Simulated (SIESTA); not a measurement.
**GaSb in SIESTA: the effect of pseudo set**

The system is GaSb.

```xyz
2
Lattice="0.0000 3.0590 3.0590 3.0590 0.0000 3.0590 3.0590 3.0590 0.0000" Properties=species:S:1:pos:R:3 pbc="T T T"
Sb    4.5885    4.5885    4.5885
Ga    0.0000    0.0000    0.0000
```

Alike in all runs:

* Program: SIESTA 5.4.2
* Task: band structure
* Functional: PBE
* Basis: DZP (energy shift 0.003 Ry; two zetas on semicore shells)
* Grid cutoff: 800 Ry
* Energy shift: 0.003 Ry
* k mesh: 8 × 8 × 8
* Occupations: fermi-dirac, width 0.05 eV
* Spin: no spin polarisation

| pseudo set | gap on the mesh (eV) | pressure (GPa) |
| --- | --- | --- |
| PseudoDojo 0.4 standard | 0.14 | 2.5 |
| PseudoDojo 0.4 stringent | ? | ? |
| PseudoDojo 0.5 standard | 0.14 | 2.5 |
| SG15 1.2 | 0.11 | 3.2 |
| SPMS 1.0 | 0.12 | 2.7 |
| Ansatz NC | 0.14 | 2.5 |

What does the run with pseudo set PseudoDojo 0.4 stringent give?

gap on the mesh 0.84 eV; pressure -1.5 GPa.

Caveats: spin-orbit coupling is left out, which moves the levels of the heavy elements; the basis of atomic orbitals isn't converged, which shifts pressures, moduli and gaps; short orbitals over semicore shells can move pressures by several GPa (some runs); the valence orbitals were made in a potential fitted to the semicore shell under them, which widens gaps by tenths of an eV or more (some runs).

The runs don't all hold the same shells in valence.
